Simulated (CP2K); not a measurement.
Crystal: LiCl.

```
CELL_PARAMETERS angstrom
3.62713 0.00000 0.00000
1.81357 3.14119 0.00000
1.81357 1.04706 2.96154
ATOMIC_POSITIONS crystal
Cl 0.50000 0.50000 0.50000
Li 0.00000 0.00000 0.00000
```

Base run:

```yaml
Program: CP2K 2026.2
Functional: BEEF-vdW
Potentials_or_basis: POTENTIAL_UZH Cl GTH-PBE-q7, Li GTH-PBE-q3; TZVP-MOLOPT-PBE-GTH basis
Density_cutoff: 9184 eV
k_mesh: 9 × 9 × 9
Occupations: fermi-dirac, width 0.05 eV
Spin: no spin polarisation
```

Its results: band gap on the k mesh 6.56 eV, direct; pressure 0.5 GPa.

Q: The run is repeated on the same cell with these changes: functional from BEEF-vdW to PBE. What comes out?

A: Band gap on the k mesh 6.31 eV, direct; pressure 0.6 GPa.

Caveats: the basis of atomic orbitals isn't converged, which shifts pressures, moduli and gaps; the potentials were made for another functional, which shifts forces and pressure (some runs).
